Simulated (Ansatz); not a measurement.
A generator proposed this cell of MgO.

```
CELL_PARAMETERS angstrom
3.64161 0.00000 0.00000
0.00000 3.64161 0.00000
0.00000 0.00000 2.41367
ATOMIC_POSITIONS crystal
Mg 0.50000 0.50000 0.00000
O 0.00000 0.00000 0.00000
```

Method: DFT PBE, scalar-relativistic, plane waves, PAW in Ansatz. Plane waves to 420 eV, a k mesh through Γ of 6×6×8 on the computed 2-atom cell and Gaussian smearing (0.10 eV); no spin polarisation.

Formation energies are uncorrected and refer to the elements' standard structures at the same level (O₂ as a molecule).

Q: How far from equilibrium is it?

A: The pressure is -10.1 GPa (the mean over three directions, positive in compression), the largest force is 0.00 eV/Å (symmetry fixes the atoms), and the energy is −0.09 eV/atom against the elements. The shortest distance is 2.41 Å.

Q: How much does it gain on relaxing, and where does it end?

A: Relaxing gains about 2.2 eV/atom in 49 ionic steps and ends at −2.285 eV/atom on the finer mesh. The symmetry stays P4/mmm (No. 123). The volume per atom grows by 27.1 %, from 16.0 to 20.3 Å³. The shortest distance goes from 2.41 Å (Mg–Mg and O–O) to 2.00 Å (Mg–O). The ratio c/a of the conventional cell changes by a factor of 2.71. Conventional cell: a = 2.829 Å, c = 5.082 Å. Around Mg lie 4 O at 2.00 Å; O has 4 Mg at 2.00 Å.

The last run used a 10×10×6 mesh (in the run's order of axes) for its 2-atom cell and Gaussian smearing of 0.02 eV. No dispersion correction is applied, so the spacing and binding between layers, chains or molecules are poorly described. The relaxation can't lower the symmetry of the start. Symmetry constrained the relaxation, so the result can be a saddle point. Another cell of MgO relaxed alike, in P6_3/mmc (a Materials Project cell), lies 0.36 eV/atom lower, so this cell isn't the stable form at this level.
